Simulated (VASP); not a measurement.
**C under changes of volume**

One of the cells (5.650 Å³/atom); the others are scaled copies at fixed shape and fractional positions:

```xyz
12
Lattice="2.5133 0.0000 0.0000 -1.2566 2.1765 0.0000 0.0000 0.0000 12.3935" Properties=species:S:1:pos:R:3 pbc="T T T"
C     1.2566    0.7255    4.3991
C     0.0000    1.4510   10.5958
C     1.2566    0.7255    1.7976
C     0.0000    1.4510    7.9943
C     1.2566    0.7255    5.9394
C     0.0000    1.4510   12.1361
C     1.2566    0.7255    0.2574
C     0.0000    1.4510    6.4541
C    -1.2566    2.1765   10.0780
C     0.0000    0.0000    3.8813
C     0.0000    0.0000    8.5121
C     0.0000    0.0000    2.3154
```

This is a hexagonal form of diamond, not graphite.

```yaml
Program: VASP 6.6.1
Functional: r2SCAN
Potentials_or_basis: VASP PAW PBE potentials, release 64 (C)
Cutoff: 520 eV
k_mesh: 10 × 10 × 4
Occupations: gaussian, width 0.02 eV
Spin: no spin polarisation
```

```csv
volume (Å³/atom),energy over the lowest point (meV/atom),pressure (GPa),gap on the mesh (eV),largest force (eV/Å)
5.424,?,?,?,?
5.537,4.04,10.2,4.71,0.025
5.650,0.00,0.7,4.66,0.008
5.763,2.38,-7.9,4.61,0.012
5.876,10.59,-15.8,4.55,0.024
```

What does the run at 5.424 Å³/atom give?

Energy over the lowest point 15.13 meV/atom; pressure 20.7 GPa; gap on the mesh 4.77 eV; largest force 0.043 eV/Å.

Worked out: A Birch-Murnaghan fit of order 2 (a polynomial in V^(-2/3)) to the other rows has its minimum at 5.66 Å³/atom with B0 = V·E''(V) = 451 GPa at fixed shape and positions, which overstates the stiffness. It gives 15.19 meV/atom at 5.424 Å³/atom, against the run's 15.13, and -dE/dV = 21.2 GPa, against 20.7. A straight line through the other rows of the gap, of slope -2.67 eV per unit of ln V, extrapolates to 4.77 eV, against the run's 4.77.

Energies are extrapolated to zero smearing.

Caveats: the PAW data sets were made with another functional, which shifts forces and pressure a little.

A mesh can miss the band edges.
